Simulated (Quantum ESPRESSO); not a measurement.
# In2Se2, 1 layer: a series in biaxial strain, part 2 of 7

Wanted: a table for In2Se2, 1 layer against biaxial strain, and what can be fitted to it.

Quantum ESPRESSO 7.5; plane-wave DFT, PBE, GBRV ultrasoft pseudopotentials.

So far. Step 2 (Relaxing cell and ions of the reference):  The last row is no step: it is a fresh SCF in the final cell with a new plane-wave basis, +1 meV from the row before.

## Step 3: Relaxing the ions, -4 %

Input file m0.relax.in:

```
&control
  prefix = 'm0.relax'
  outdir = './out'
  pseudo_dir = './pseudo'
  nstep = 40
  forc_conv_thr = 0.0003
  calculation = 'relax'
  tstress = .true.
/
&system
  ibrav = 0
  nat = 4
  ntyp = 2
  ecutwfc = 50
  ecutrho = 250
  occupations = 'smearing'
  smearing = 'fd'
  degauss = 0.002
/
&electrons
  conv_thr = 1e-09
  mixing_beta = 0.4
  electron_maxstep = 120
  mixing_mode = 'plain'
/
&ions
/
ATOMIC_SPECIES
  Se  78.9710  se_pbe_v1.uspp.F.UPF
  In  114.8180  in_pbe_v1.4.uspp.F.UPF
CELL_PARAMETERS angstrom
  3.91742134560000 0.00000000000000 0.00000000000000
  -1.95871067328000 3.39258640224000 0.00000000000000
  0.00000000000000 0.00000000000000 20.14290946400000
ATOMIC_POSITIONS crystal
  Se  0.333333333300 0.666666666700 0.366554287400
  In  0.000000000000 0.000000000000 0.429924683600
  In  0.000000000000 0.000000000000 0.570075316400
  Se  0.333333333300 0.666666666700 0.633445712600
K_POINTS automatic
  12 12 1 0 0 0
```

On the command line:

```console
$ OMP_NUM_THREADS=1 mpirun -n 4 pw.x -nk 4 -in m0.relax.in > m0.relax.out
```

Output:

```text
[banner, memory and clock lines left out]
Program PWSCF v.7.5 starts
[citation notice left out]

[...]
Message from routine setup:
[...]
bravais-lattice index     =            0
     lattice parameter (alat)  =       7.4029  a.u.
     unit-cell volume          =    1806.5501 (a.u.)^3
     number of atoms/cell      =            4
     number of atomic types    =            2
     number of electrons       =        38.00
     number of Kohn-Sham states=           23
     kinetic-energy cutoff     =      50.0000  Ry
     charge density cutoff     =     250.0000  Ry
     scf convergence threshold =      1.0E-09
     mixing beta               =       0.4000
     number of iterations used =            8  plain     mixing
     energy convergence thresh.=      1.0E-04
     force convergence thresh. =      3.0E-04
     Exchange-correlation=  SLA  PW   PBX  PBC
                           (   1   4   3   4   0   0   0)
     nstep                     =           40

[...]
PseudoPot. # 1 for Se read from file:
     ./pseudo/se_pbe_v1.uspp.F.UPF
     Pseudo is Ultrasoft + core correction, Zval =  6.0
     Generated by new atomic code, or converted to UPF format
     Using radial grid of  877 points,  6 beta functions with:
                l(1) =   0
                l(2) =   0
                l(3) =   1
                l(4) =   1
                l(5) =   2
                l(6) =   2
     Q(r) pseudized with  8 coefficients,  rinner =    1.300   1.300   1.300
                                                       1.300   1.300

     PseudoPot. # 2 for In read from file:
     ./pseudo/in_pbe_v1.4.uspp.F.UPF
     Pseudo is Ultrasoft + core correction, Zval = 13.0
     Generated by new atomic code, or converted to UPF format
     Using radial grid of  889 points,  6 beta functions with:
                l(1) =   0
                l(2) =   0
                l(3) =   1
                l(4) =   1
                l(5) =   2
                l(6) =   2
     Q(r) pseudized with  6 coefficients,  rinner =    1.400   1.400   1.400
                                                       1.400   1.400

     atomic species   valence    mass     pseudopotential
     Se                6.00    78.97100     Se( 1.00)
     In               13.00   114.81800     In( 1.00)

     12 Sym. Ops. (no inversion) found

[...]
number of k points=    19  Fermi-Dirac smearing, width (Ry)=  0.0020
[...]
Dense  grid:   120773 G-vectors     FFT dimensions: (  40,  40, 192)

     Smooth grid:    86319 G-vectors     FFT dimensions: (  36,  36, 180)

     Initial potential from superposition of free atoms

     starting charge      34.9999, renormalised to      38.0000

     negative rho (up, down):  4.763E-04 0.000E+00
     Starting wfcs are   26 randomized atomic wfcs

     per-process dynamical memory:   100.4 Mb

     Self-consistent Calculation

     iteration #  1     ecut=    50.00 Ry     beta= 0.40
     Davidson diagonalization with overlap
     ethr =  1.00E-02,  avg # of iterations =  3.1

     negative rho (up, down):  4.013E-04 0.000E+00

     total energy              =    -353.45508418 Ry
     estimated scf accuracy    <       4.05573102 Ry

     iteration #  2     ecut=    50.00 Ry     beta= 0.40
[...]
negative rho (up, down):  4.311E-04 0.000E+00

[...]
total energy              =    -354.27484591 Ry
     estimated scf accuracy    <       0.11248938 Ry

     iteration #  3     ecut=    50.00 Ry     beta= 0.40
[...]
negative rho (up, down):  4.676E-04 0.000E+00

[...]
total energy              =    -354.29904676 Ry
     estimated scf accuracy    <       0.06220837 Ry

     iteration #  4     ecut=    50.00 Ry     beta= 0.40
[...]
negative rho (up, down):  5.000E-04 0.000E+00

[...]
total energy              =    -354.30519609 Ry
     estimated scf accuracy    <       0.00752401 Ry

     iteration #  5     ecut=    50.00 Ry     beta= 0.40
[...]
negative rho (up, down):  5.108E-04 0.000E+00

[...]
total energy              =    -354.30584676 Ry
     estimated scf accuracy    <       0.00053142 Ry

     iteration #  6     ecut=    50.00 Ry     beta= 0.40
[...]
negative rho (up, down):  5.184E-04 0.000E+00

[...]
total energy              =    -354.30590481 Ry
     estimated scf accuracy    <       0.00005818 Ry

[...]
iteration #  9     ecut=    50.00 Ry     beta= 0.40
[...]
negative rho (up, down):  5.245E-04 0.000E+00

[...]
total energy              =    -354.30593399 Ry
     estimated scf accuracy    <       0.00000018 Ry

     iteration # 10     ecut=    50.00 Ry     beta= 0.40
[...]
negative rho (up, down):  5.254E-04 0.000E+00

[...]
total energy              =    -354.30593415 Ry
     estimated scf accuracy    <       0.00000002 Ry

     iteration # 11     ecut=    50.00 Ry     beta= 0.40
[...]
negative rho (up, down):  5.259E-04 0.000E+00

[...]
total energy              =    -354.30593415 Ry
     estimated scf accuracy    <          1.6E-09 Ry

     iteration # 12     ecut=    50.00 Ry     beta= 0.40
[...]
negative rho (up, down):  5.267E-04 0.000E+00

[...]
End of self-consistent calculation

          k = 0.0000 0.0000 0.0000 ( 10831 PWs)   bands (ev):

   -14.9401 -14.7783 -14.7783 -14.7101 -14.7101 -14.6712 -14.6712 -14.5389
   -14.5039 -14.5039 -13.7611 -13.5925  -6.3798  -4.1486  -1.3301  -1.3301
    -1.2595  -1.2595  -1.0747   0.9171   2.1443   4.4610   4.4610

          k = 0.0000 0.0962 0.0000 ( 10835 PWs)   bands (ev):

   -14.9452 -14.8091 -14.7755 -14.7594 -14.7039 -14.6737 -14.6683 -14.5471
   -14.5046 -14.4734 -13.6697 -13.5103  -6.3342  -4.1545  -1.7936  -1.7104
    -1.4272  -1.3465  -1.0197   1.3027   2.5648   4.0028   4.5418

[...]
the Fermi energy is    -0.1359 ev

!    total energy              =    -354.30593416 Ry
     estimated scf accuracy    <          1.0E-10 Ry
     smearing contrib. (-TS)   =      -0.00000000 Ry
     internal energy E=F+TS    =    -354.30593416 Ry

[...]
atom    4 type  1   force =     0.00000000    0.00000000    0.02559476

     Total force =     0.052150     Total SCF correction =     0.000015

     Computing stress (Cartesian axis) and pressure

     negative rho (up, down):  5.267E-04 0.000E+00
          total   stress  (Ry/bohr**3)                   (kbar)     P=       19.04
   0.00016237   0.00000000   0.00000000           23.89        0.00        0.00
   0.00000000   0.00016237  -0.00000000            0.00       23.89       -0.00
   0.00000000   0.00000000   0.00006363            0.00        0.00        9.36

     BFGS Geometry Optimization
     Energy error            =      2.7E-03 Ry
     Gradient error          =      2.7E-02 Ry/Bohr

     number of scf cycles    =   1
     number of bfgs steps    =   0

     energy             new  =    -354.3059341577 Ry

     new trust radius        =       0.0265464251 bohr
     new conv_thr            =       0.0000000010 Ry

ATOMIC_POSITIONS (crystal)
Se               0.3333333333        0.6666666667        0.3658818839
In              -0.0000000000       -0.0000000000        0.4306220885
In               0.0000000000        0.0000000000        0.5693779115
Se               0.3333333333        0.6666666667        0.6341181161

[...]
NEW-OLD atomic charge density approx. for the potential

     negative rho (up, down):  5.154E-04 0.000E+00

     per-process dynamical memory:   105.7 Mb

[...]
!    total energy              =    -354.30811213 Ry
[...]
Total force =     0.031623     Total SCF correction =     0.000023
[...]
number of bfgs steps    =   1
[...]
energy             new  =    -354.3081121262 Ry
[...]
new trust radius        =       0.0292010676 bohr
[...]
!    total energy              =    -354.30925703 Ry
[...]
Total force =     0.014018     Total SCF correction =     0.000056
[...]
number of bfgs steps    =   2
[...]
energy             new  =    -354.3092570310 Ry
[...]
new trust radius        =       0.0250344776 bohr
[...]
!    total energy              =    -354.30957356 Ry
[...]
Total force =     0.010610     Total SCF correction =     0.000003
[...]
number of bfgs steps    =   3
[...]
energy             new  =    -354.3095735637 Ry
[...]
new trust radius        =       0.0150552946 bohr
[...]
!    total energy              =    -354.30972047 Ry
[...]
Total force =     0.010719     Total SCF correction =     0.000027
[...]
number of bfgs steps    =   4
[...]
energy             new  =    -354.3097204679 Ry
[...]
new trust radius        =       0.0165608240 bohr
[...]
!    total energy              =    -354.30989319 Ry
[...]
Total force =     0.009588     Total SCF correction =     0.000016
[...]
number of bfgs steps    =   5
[...]
energy             new  =    -354.3098931931 Ry
[...]
new trust radius        =       0.0248412360 bohr
[...]
!    total energy              =    -354.31010469 Ry
[...]
Total force =     0.006258     Total SCF correction =     0.000007
[...]
number of bfgs steps    =   6
[...]
energy             new  =    -354.3101046940 Ry
[...]
new trust radius        =       0.0211452070 bohr
[...]
!    total energy              =    -354.31019287 Ry
[...]
Total force =     0.001780     Total SCF correction =     0.000013
[...]
number of bfgs steps    =   7
[...]
energy             new  =    -354.3101928717 Ry
[...]
new trust radius        =       0.0025588351 bohr
[...]
Self-consistent Calculation

     iteration #  1     ecut=    50.00 Ry     beta= 0.40
     Davidson diagonalization with overlap
     ethr =  1.00E-06,  avg # of iterations =  3.0

     Threshold (ethr) on eigenvalues was too large:
     Diagonalizing with lowered threshold

     Davidson diagonalization with overlap
     ethr =  3.18E-08,  avg # of iterations =  2.5

     negative rho (up, down):  5.299E-04 0.000E+00

     total energy              =    -354.31019035 Ry
     estimated scf accuracy    <       0.00001446 Ry

[...]
iteration #  7     ecut=    50.00 Ry     beta= 0.40
[...]
negative rho (up, down):  5.296E-04 0.000E+00

[...]
End of self-consistent calculation

          k = 0.0000 0.0000 0.0000 ( 10831 PWs)   bands (ev):

   -14.9505 -14.7821 -14.7821 -14.7092 -14.7092 -14.6934 -14.6934 -14.5199
   -14.5199 -14.4896 -13.5964 -13.4771  -6.5329  -4.2861  -1.2706  -1.1688
    -1.1688  -1.1048  -1.1048   0.8994   2.2408   4.4913   4.4913

          k = 0.0000 0.0962 0.0000 ( 10835 PWs)   bands (ev):

   -14.9499 -14.8115 -14.7802 -14.7384 -14.7034 -14.6955 -14.6899 -14.5448
   -14.5206 -14.4616 -13.5147 -13.3981  -6.4834  -4.2837  -1.6231  -1.5475
    -1.2613  -1.2193  -1.1876   1.2486   2.6564   3.9996   4.4988

[...]
the Fermi energy is    -0.2545 ev

!    total energy              =    -354.31019629 Ry
     estimated scf accuracy    <          5.5E-12 Ry
     smearing contrib. (-TS)   =      -0.00000000 Ry
     internal energy E=F+TS    =    -354.31019629 Ry

     The total energy is F=E-TS. E is the sum of the following terms:
     one-electron contribution =   -1144.66700838 Ry
     hartree contribution      =     587.93005137 Ry
     xc contribution           =    -135.01533973 Ry
     ewald contribution        =     337.44210046 Ry

     convergence has been achieved in   7 iterations

     negative rho (up, down):  5.296E-04 0.000E+00

     Forces acting on atoms (cartesian axes, Ry/au):

     atom    1 type  1   force =     0.00000000   -0.00000000    0.00023779
     atom    2 type  2   force =     0.00000000   -0.00000000   -0.00028967
     atom    3 type  2   force =     0.00000000   -0.00000000    0.00028967
     atom    4 type  1   force =     0.00000000   -0.00000000   -0.00023779

     Total force =     0.000530     Total SCF correction =     0.000006

     Computing stress (Cartesian axis) and pressure

     negative rho (up, down):  5.296E-04 0.000E+00
          total   stress  (Ry/bohr**3)                   (kbar)     P=        9.72
   0.00010026   0.00000000   0.00000000           14.75        0.00        0.00
   0.00000000   0.00010026   0.00000000            0.00       14.75        0.00
   0.00000000  -0.00000000  -0.00000237            0.00       -0.00       -0.35

     Energy error            =      3.4E-06 Ry
     Gradient error          =      2.9E-04 Ry/Bohr

     bfgs converged in   9 scf cycles and   8 bfgs steps
     (criteria: energy <  1.0E-04 Ry, force <  3.0E-04 Ry/Bohr)

     End of BFGS Geometry Optimization

     Final energy             =    -354.3101962893 Ry

     File ./out/m0.relax.bfgs deleted, as requested
Begin final coordinates

ATOMIC_POSITIONS (crystal)
Se               0.3333333333        0.6666666667        0.3624120792
In              -0.0000000000        0.0000000000        0.4302076396
In               0.0000000000        0.0000000000        0.5697923604
Se               0.3333333333        0.6666666667        0.6375879208
End final coordinates

[...]
```

Run time: 4.9 min. Hardware: 4 MPI ranks of Arm Neoverse V1, shared host; peak memory 0.87 GiB.

The steps of the relaxation:

| step | energy less that of the first step (eV) | largest force (eV/Å) |
| --- | --- | --- |
| 1 | 0.0000 | 0.6825 |
| 2 | -0.0296 | 0.4550 |
| 3 | -0.0452 | 0.2529 |
| 4 | -0.0495 | 0.1525 |
| 5 | -0.0515 | 0.1820 |
| 6 | -0.0539 | 0.1710 |
| 7 | -0.0567 | 0.1137 |
| 8 | -0.0579 | 0.0288 |
| 9 | -0.0580 | 0.0074 |

The atoms that moved most (Å):

```
atom     dx     dy      dz  length
 Se1  0.000  0.000  -0.083   0.083
 Se4  0.000  0.000   0.083   0.083
 In2  0.000  0.000   0.006   0.006
 In3  0.000  0.000  -0.006   0.006
```

Final coordinates:

```cif
data_structure
_symmetry_space_group_name_H-M 'P 1'
_symmetry_Int_Tables_number 1
_cell_length_a 3.9174
_cell_length_b 3.9174
_cell_length_c 20.1429
_cell_angle_alpha 90.000
_cell_angle_beta 90.000
_cell_angle_gamma 120.000
_cell_volume 267.70
loop_
_atom_site_label
_atom_site_type_symbol
_atom_site_fract_x
_atom_site_fract_y
_atom_site_fract_z
_atom_site_occupancy
Se1 Se 0.33333 0.66667 0.36241 1
In2 In 0.00000 0.00000 0.43021 1
In3 In 0.00000 0.00000 0.56979 1
Se4 Se 0.33333 0.66667 0.63759 1
```

The relaxation lowers the energy by 14 meV an atom.

Numbers from this step:

```
free energy  : -4820.6358 eV
Fermi energy : -0.2545 eV
```

[end of part 2 of 7]

[Logs are printed without paths, hosts, clocks, repeated set-up lines and the standing remarks that a program may print on its own settings, such as how far it seeks lower states.]

[Hosts, paths, dates, database ids (printed as entryN), source tags and the programs' standing remarks are cut or masked in the printed files.]

[Maps of the electrostatic potential energy from Ansatz leave out the sawtooth potential of an applied field or a dipole correction, so their vacuum need not be flat; planar profiles and work functions include it.]
